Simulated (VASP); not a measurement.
# CoSi (Pm-3m) in VASP: notebook

Runs on CoSi. Level: PBEsol. Tasks: single point.

Program: VASP 6.6.1. These are calculated values, not measurements. Logs are shortened: lines on timing, memory, paths and dates and some standing lists are left out, and cuts for length are marked.

**1. Starting point**

Symmetry: Pm-3m, No. 221, cubic system. Conventional cell: a = 2.781 Å, b = 2.781 Å, c = 2.781 Å, α = 90.00°, β = 90.00°, γ = 90.00°. Co (site symmetry m-3m) is surrounded by 8 Si at 2.41 Å. Si (site symmetry m-3m) is surrounded by 8 Co at 2.41 Å.

Measurements of this composition are mostly on another form, of space group No. 198.

**2. Single point, PBEsol, collinear spin, ferromagnetic start**

Input file INCAR:

```
ADDGRID = False
ALGO = Normal
EDIFF = 1E-5
ENCUT = 450
GGA = PS
ISIF = 2
ISMEAR = 1
ISPIN = 2
LASPH = True
LCHARG = False
LMAXMIX = 4
LORBIT = 11
LREAL = False
LWAVE = False
MAGMOM = 2 0
NELM = 100
PREC = Accurate
SIGMA = 0.15
```

Input file KPOINTS:

```
k-points
0
Gamma
  12 12 12
```

Input file POSCAR:

```
CoSi
1.0
    2.7813340000      0.0000000000      0.0000000000
    0.0000000000      2.7813340000      0.0000000000
    0.0000000000      0.0000000000      2.7813340000
Co Si
1 1
Direct
    0.0000000000      0.0000000000      0.0000000000
    0.5000000000      0.5000000000      0.5000000000
```

Potentials or basis: VASP PAW PBE potentials, release 64 (Co, Si).

Run with:

```bash
$ cat potpaw_PBE.64/Co/POTCAR potpaw_PBE.64/Si/POTCAR > POTCAR
$ mpirun -np 1 vasp_std > vasp.out
```

OUTCAR:

```text
EDIFF = 1E-5
   ENCUT = 450
   GGA = PS
   ISIF = 2
   ISMEAR = 1
   ISPIN = 2
   LASPH = True
   LORBIT = 11
   LREAL = False
   NELM = 100
   PREC = Accurate

 Found     84 irreducible k-points:

 Following reciprocal coordinates:
            Coordinates               Weight
  0.000000  0.000000  0.000000      1.000000
  0.083333  0.000000  0.000000      6.000000
  0.166667  0.000000  0.000000      6.000000
  0.250000  0.000000  0.000000      6.000000
  0.333333  0.000000  0.000000      6.000000
  0.416667  0.000000  0.000000      6.000000
   k-points           NKPTS =     84   k-points in BZ     NKDIM =     84   number of bands    NBANDS=     11
   number of dos      NEDOS =    301   number of ions     NIONS =      2
   total plane-waves  NPLWV =   8000
   dimension x,y,z NGX =    20 NGY =   20 NGZ =   20
   dimension x,y,z NGXF=    40 NGYF=   40 NGZF=   40
   ions per type =               1   1
   NGX,Y,Z   is equivalent  to a cutoff of  11.95, 11.95, 11.95 a.u.
   NGXF,Y,Z  is equivalent  to a cutoff of  23.91, 23.91, 23.91 a.u.
 SYSTEM =  unknown system
   PREC   = accura    normal or accurate (medium, high low for compatibility)
   ISTART =      0    job   : 0-new  1-cont  2-samecut
   ICHARG =      2    charge: 1-file 2-atom 10-const
   ISPIN  =      2    spin polarized calculation?
   LNONCOLLINEAR =      F non collinear calculations
   LSORBIT =      F    spin-orbit coupling
   LASPH  =      T    aspherical Exc in radial PAW
   ENCUT  =  450.0 eV  33.07 Ry    5.75 a.u.   4.81  4.81  4.81*2*pi/ulx,y,z
   NELM   =    100;   NELMIN=  2; NELMDL= -5     # of ELM steps
   EDIFF  = 0.1E-04   stopping-criterion for ELM
   LREAL  =      F    real-space projection
   EDIFFG = 0.1E-03   stopping-criterion for IOM
   NSW    =      0    number of steps for IOM
   IBRION =     -1    ionic relax: 0-MD 1-quasi-New 2-CG
   NFREE  =      0    steps in history (QN), initial steepest desc. (CG)
   ISIF   =      2    stress and relaxation
   ISYM   =      2    0-nonsym 1-usesym 2-fastsym
   POTIM  = 0.5000    time-step for ionic-motion
   TEBEG  =    0.0;   TEEND  =   0.0 temperature during run
   PSTRESS=    0.0 pullay stress
   NELECT =      13.0000    total number of electrons
   NUPDOWN=      -1.0000    fix difference up-down
   EMIN   =  10.00;   EMAX   =-10.00  energy-range for DOS
   EFERMI =   0.00;   METHOD = LEGACY
   ISMEAR =     1;   SIGMA  =   0.15  broadening in eV -4-tet -1-fermi 0-gaus
   EFERMI_NEDOS =   21; number of points for ismear=-14 and -15
   IALGO  =     38    algorithm
   IMIX   =      4    mixing-type and parameters
     AMIX     =   0.40;   BMIX     =  1.00
     AMIX_MAG =   1.60;   BMIX_MAG =  1.00
  volume/ion in A,a.u.               =      10.76        72.60
  Fermi-wavevector in a.u.,A,eV,Ry     =   1.384000  2.615381 26.061367  1.915456
  Thomas-Fermi vector in A             =   2.508545
   LORBIT       =     11    0 simple, 1 ext, 2 COOP (PROOUT), +10 PAW based schemes
   GGA     = PS    functional components
   LHFCALC =     F    Hartree Fock is set to
   AEXX    =    0.0000 exact exchange contribution
   IVDW    =     0    specifies the selected vdW correction
   LEPSILON=     F    determine dielectric tensor
   LRPA    =     F    only Hartree local field effects (RPA)
 spin polarized calculation
 Methfessel and Paxton  Order N= 1 SIGMA  =   0.15
  energy-cutoff  :      450.00
  volume of cell :       21.52
 maximum number of plane-waves:       480
 NGX is ok and might be reduce to    20
   NGX =  9   NGY =  9   NGZ =  9

 number of electron      13.0000007 magnetization       0.5241773

 Free energy of the ion-electron system (eV)
  ---------------------------------------------------
  ext. energy  EPLUGINS =         0.00000000
  ---------------------------------------------------
  free energy    TOTEN  =       -14.53309792 eV

  energy without entropy =      -14.52907781  energy(sigma->0) =      -14.53175788

 E-fermi :  12.7395     XC(G=0): -13.0477

 val. band max:       12.7319726283   @ k =   0.4167   0.2500   0.0000
 cond. band min:      12.7399754820   @ k =   0.3333   0.2500   0.1667
 fundamental gap:      0.0080028537
 Fermi energy:        12.7394839698

 spin component 1

 k-point     1 :       0.0000    0.0000    0.0000
  band No.  band energies     occupation
      1      -1.5276      1.00000
      2       8.6158      1.00000
      3       8.6158      1.00000
      4      11.1709      1.00000
      5      11.1709      1.00000
      6      11.1709      1.00000
      7      15.7072     -0.00000
      8      15.7072     -0.00000
      9      15.7072     -0.00000
     10      20.1920      0.00000
     11      20.1920      0.00000

 k-point     2 :       0.0833    0.0000    0.0000
  band No.  band energies     occupation
      1      -1.3939      1.00000
      2       8.5492      1.00000
      3       8.6603      1.00000
      4      11.0541      1.00000
      5      11.0541      1.00000
      6      11.1808      1.00000
      7      14.8445     -0.00000
      8      15.9386      0.00000
      9      15.9386      0.00000
     10      20.1498      0.00000
     11      20.9852      0.00000

 k-point     3 :       0.1667    0.0000    0.0000
  band No.  band energies     occupation
      1      -0.9958      1.00000
      2       8.2446      1.00000
      3       8.7850      1.00000
      4      10.7717      1.00000
      5      10.7717      1.00000
      6      11.2079      1.00000
      7      13.4204     -0.00000
      8      16.5676      0.00000
      9      16.5676      0.00000
     10      20.0277      0.00000
     11      22.1381      0.00000

 k-point     4 :       0.2500    0.0000    0.0000
  band No.  band energies     occupation
      1      -0.3441      1.00000
      2       7.4618      1.00000
      3       8.9632      1.00000
      4      10.4461      1.00000
      5      10.4461      1.00000
      6      11.2451      1.00000
      7      12.4436      1.00873
      8      17.4795      0.00000
      9      17.4795      0.00000
     10      19.8429      0.00000
     11      22.9742      0.00000

 k-point     5 :       0.3333    0.0000    0.0000
  band No.  band energies     occupation
      1       0.5389      1.00000
      2       6.1963      1.00000
      3       9.1517      1.00000
      4      10.1662      1.00000
      5      10.1662      1.00000
      6      11.2827      1.00000
      7      12.0760      1.00000
      8      18.5923      0.00000
      9      18.5923      0.00000
     10      19.6353      0.00000
     11      23.6967      0.00000

 k-point     6 :       0.4167    0.0000    0.0000
  band No.  band energies     occupation
      1       1.5915      1.00000
      2       4.7820      1.00000
      3       9.2972      1.00000
      4       9.9819      1.00000
      5       9.9819      1.00000
      6      11.3104      1.00000
      7      12.0231      1.00000
      8      19.4671      0.00000
      9      19.8389      0.00000
     10      19.8389      0.00000
     11      23.2426      0.00000

 [... further k-points ...]

 spin component 2

 k-point     1 :       0.0000    0.0000    0.0000
  band No.  band energies     occupation
      1      -1.5054      1.00000
      2       9.1442      1.00000
      3       9.1442      1.00000
      4      11.5397      1.00000
      5      11.5397      1.00000
      6      11.5397      1.00000
      7      15.7313     -0.00000
      8      15.7313     -0.00000
      9      15.7313     -0.00000
     10      20.4376      0.00000
     11      20.4376      0.00000

 k-point     2 :       0.0833    0.0000    0.0000
  band No.  band energies     occupation
      1      -1.3716      1.00000
      2       9.0466      1.00000
      3       9.1938      1.00000
      4      11.4123      1.00000
      5      11.4123      1.00000
      6      11.5501      1.00000
      7      14.9560     -0.00000
      8      15.9725      0.00000
      9      15.9725      0.00000
     10      20.3822      0.00000
     11      21.1796      0.00000

 k-point     3 :       0.1667    0.0000    0.0000
  band No.  band energies     occupation
      1      -0.9736      1.00000
      2       8.6336      1.00000
      3       9.3333      1.00000
      4      11.1094      1.00000
      5      11.1094      1.00000
      6      11.5785      1.00000
      7      13.7059     -0.00000
      8      16.6197      0.00000
      9      16.6197      0.00000
     10      20.2217      0.00000
     11      22.2814      0.00000

 k-point     4 :       0.2500    0.0000    0.0000
  band No.  band energies     occupation
      1      -0.3218      1.00000
      2       7.6897      1.00000
      3       9.5342      1.00000
      4      10.7662      1.00000
      5      10.7662      1.00000
      6      11.6176      1.00000
      7      12.9409     -0.03363
      8      17.5461      0.00000
      9      17.5461      0.00000
     10      19.9794      0.00000
     11      23.0857      0.00000

 k-point     5 :       0.3333    0.0000    0.0000
  band No.  band energies     occupation
      1       0.5613      1.00000
      2       6.3140      1.00000
      3       9.7488      1.00000
      4      10.4746      1.00000
      5      10.4746      1.00000
      6      11.6571      1.00000
      7      12.7252      0.58015
      8      18.6681      0.00000
      9      18.6681      0.00000
     10      19.7078      0.00000
     11      23.7806      0.00000

 k-point     6 :       0.4167    0.0000    0.0000
  band No.  band energies     occupation
      1       1.6132      1.00000
      2       4.8549      1.00000
      3       9.9162      1.00000
      4      10.2839      1.00000
      5      10.2839      1.00000
      6      11.6862      1.00000
      7      12.7477      0.45365
      8      19.4883      0.00000
      9      19.9226      0.00000
     10      19.9226      0.00000
     11      23.2989      0.00000

 [... further k-points ...]

------------------------ aborting loop because EDIFF is reached ----------------------------------------

  FORCE on cell =-STRESS in cart. coord.  units (eV):
  Direction    XX          YY          ZZ          XY          YZ          ZX
  --------------------------------------------------------------------------------------
  -------------------------------------------------------------------------------------
  Total       -0.8711625     -0.8711625     -0.8711625      0.0000000      0.0000000     -0.0000000
  in kB      -64.8709572    -64.8709572    -64.8709572      0.0000000      0.0000000     -0.0000000
  external PRESSURE =     -64.8709572 kB  Pullay stress =       0.0000000 kB

 VOLUME and BASIS-vectors are now :
 -----------------------------------------------------------------------------
  energy-cutoff  :      450.00
  volume of cell :       21.52
      direct lattice vectors                 reciprocal lattice vectors
     2.781334000  0.000000000  0.000000000     0.359539703  0.000000000  0.000000000
     0.000000000  2.781334000  0.000000000     0.000000000  0.359539703  0.000000000
     0.000000000  0.000000000  2.781334000     0.000000000  0.000000000  0.359539703

 POSITION                                       TOTAL-FORCE (eV/Angst)
 -----------------------------------------------------------------------------------
      0.00000      0.00000      0.00000         0.000000      0.000000      0.000000
      1.39067      1.39067      1.39067         0.000000      0.000000      0.000000
 -----------------------------------------------------------------------------------
    total drift:                               -0.000000      0.000000      0.000000

  FREE ENERGIE OF THE ION-ELECTRON SYSTEM (eV)
  ---------------------------------------------------
  free  energy   TOTEN  =       -14.5330979192 eV

  energy  without entropy=      -14.5290778121  energy(sigma->0) =      -14.53175788

 total charge

# of ion       s       p       d       tot
------------------------------------------
    1        0.441   0.593   7.585   8.619
    2        0.706   0.862   0.000   1.568
--------------------------------------------------
tot          1.147   1.455   7.585  10.187

 magnetization (x)

# of ion       s       p       d       tot
------------------------------------------
    1        0.007   0.002   0.510   0.520
    2        0.002   0.011   0.000   0.013
--------------------------------------------------
tot          0.010   0.013   0.510   0.533
```

Wall time 10 s (1 thread of Intel Xeon 6975P-C (Granite Rapids), shared host); peak memory 0.15 GiB.

The run converged, but some of its settings lie outside the range that counts as converged, so its numbers aren't taken as properties of the crystal.

Results:

| Item | Value |
| --- | --- |
| Free energy | -14.5331 eV |
| Pressure | -6.5 GPa |
| Band gap on the k mesh | none (metal or under the smearing width) |
| Net moment | 0.52 μB per cell |
| Site moments | Co +0.52; Si +0.01 μB |
| Valence electrons inside the program's atomic spheres | Co 8.62; Si 1.57 |

Caveat: the PAW data sets were made with another functional, which shifts forces and pressure a little.

**3. Single point, PBEsol, collinear spin, ferromagnetic start**

INCAR, as its differences from that of step 2:

```diff
@@ -2,3 +2,3 @@
 ALGO = Normal
-EDIFF = 1E-5
+EDIFF = 1E-6
 ENCUT = 450
```

KPOINTS is that of step 2.

POSCAR is that of step 2.

Potentials or basis: VASP PAW PBE potentials, release 64 (Co, Si).

Run with:

```bash
$ cat potpaw_PBE.64/Co/POTCAR potpaw_PBE.64/Si/POTCAR > POTCAR
$ mpirun -np 1 vasp_std > vasp.out
```

Run time: 11 s. Hardware: 1 thread of Intel Xeon 6975P-C (Granite Rapids), shared host; peak memory 0.15 GiB.

These settings aren't checked as converged: the numbers below hold their error.

Results:

* Free energy: -14.5331 eV
* Pressure: -6.6 GPa
* Band gap on the k mesh: none (metal or under the smearing width)
* Net moment: 0.52 μB per cell
* Site moments: Co +0.52; Si +0.01 μB
* Valence electrons inside the program's atomic spheres: Co 8.62; Si 1.57

Caveat: the PAW data sets were made with another functional, which shifts forces and pressure a little.

**4. Single point, PBEsol, collinear spin, ferromagnetic start**

INCAR, as its differences from that of step 3:

```diff
@@ -1,4 +1,4 @@
-ADDGRID = False
+ADDGRID = True
 ALGO = Normal
-EDIFF = 1E-6
+EDIFF = 1E-7
 ENCUT = 450
```

KPOINTS is that of step 3.

POSCAR is that of step 3.

Run with:

```bash
$ cat potpaw_PBE.64/Co/POTCAR potpaw_PBE.64/Si/POTCAR > POTCAR
$ mpirun -np 1 vasp_std > vasp.out
```

Run time: 15 s. Hardware: 1 thread of Intel Xeon 6975P-C (Granite Rapids), shared host; peak memory 0.19 GiB.

The run converged, but some of its settings lie outside the range that counts as converged, so its numbers aren't taken as properties of the crystal.

Results:

```
Free energy                                           : -14.5331 eV
Pressure                                              : -6.9 GPa
Band gap on the k mesh                                : none (metal or under the smearing width)
Net moment                                            : 0.52 μB per cell
Site moments                                          : Co +0.52; Si +0.01 μB
Valence electrons inside the program's atomic spheres : Co 8.62; Si 1.57
```

Caveat: the PAW data sets were made with another functional, which shifts forces and pressure a little.

**5. Single point, PBEsol, collinear spin, ferromagnetic start**

INCAR, as its differences from that of step 4:

```diff
@@ -1,2 +1,2 @@
-ADDGRID = True
+ADDGRID = False
 ALGO = Normal
@@ -8,3 +8,3 @@
 ISPIN = 2
-LASPH = True
+LASPH = False
 LCHARG = False
```

KPOINTS is that of step 4.

POSCAR is that of step 4.

Run with:

```bash
$ cat potpaw_PBE.64/Co/POTCAR potpaw_PBE.64/Si/POTCAR > POTCAR
$ mpirun -np 1 vasp_std > vasp.out
```

Run time: 12 s. Hardware: 1 thread of Intel Xeon 6975P-C (Granite Rapids), shared host; peak memory 0.15 GiB.

The run converged, but some of its settings lie outside the range that counts as converged, so its numbers aren't taken as properties of the crystal.

Results:

* Free energy: -14.5292 eV
* Pressure: -7.2 GPa
* Band gap on the k mesh: none (metal or under the smearing width)
* Net moment: 0.45 μB per cell
* Site moments: Co +0.46; Si +0.01 μB
* Valence electrons inside the program's atomic spheres: Co 8.62; Si 1.57

Caveat: the PAW data sets were made with another functional, which shifts forces and pressure a little.

**6. Single point, PBEsol, collinear spin, ferromagnetic start**

Input file INCAR:

```
ADDGRID = False
ALGO = Normal
EDIFF = 1E-4
ENCUT = 450
GGA = PS
ISIF = 2
ISMEAR = 1
ISPIN = 2
LASPH = True
LCHARG = False
LMAXMIX = 4
LORBIT = 11
LREAL = Auto
LWAVE = False
MAGMOM = 2 0
NELM = 100
PREC = Normal
SIGMA = 0.15
```

KPOINTS is that of step 5.

POSCAR is that of step 5.

Potentials or basis: VASP PAW PBE potentials, release 64 (Co, Si).

Run with:

```bash
$ cat potpaw_PBE.64/Co/POTCAR potpaw_PBE.64/Si/POTCAR > POTCAR
$ mpirun -np 1 vasp_std > vasp.out
```

Wall time 5.7 s (1 thread of Intel Xeon 6975P-C (Granite Rapids), shared host); peak memory 0.13 GiB.

These settings aren't checked as converged: the numbers below hold their error.

Results:

| Item | Value |
| --- | --- |
| Free energy | -14.5350 eV |
| Pressure | -7.0 GPa |
| Band gap on the k mesh | none (metal or under the smearing width) |
| Net moment | 0.52 μB per cell |
| Site moments | Co +0.52; Si +0.01 μB |
| Valence electrons inside the program's atomic spheres | Co 8.62; Si 1.57 |

Caveat: the PAW data sets were made with another functional, which shifts forces and pressure a little.

**7. The reference run**

An earlier run on the cell as given: functional PBE; potentials or basis VASP PAW PBE potentials, release 64 (Co, Si); cutoff 520 eV; k mesh 10 × 10 × 10; occupations fermi-dirac, width 0.05 eV; collinear spin, ferromagnetic start; starting moments [2.0, 0.0] μB.

- Pressure: 0.6 GPa
- Band gap on the k mesh: none (metal or under the smearing width)
- Net moment: 0.54 μB per cell
- Site moments: Co +0.54; Si +0.01 μB
- Valence electrons inside the program's atomic spheres: Co 8.61; Si 1.57
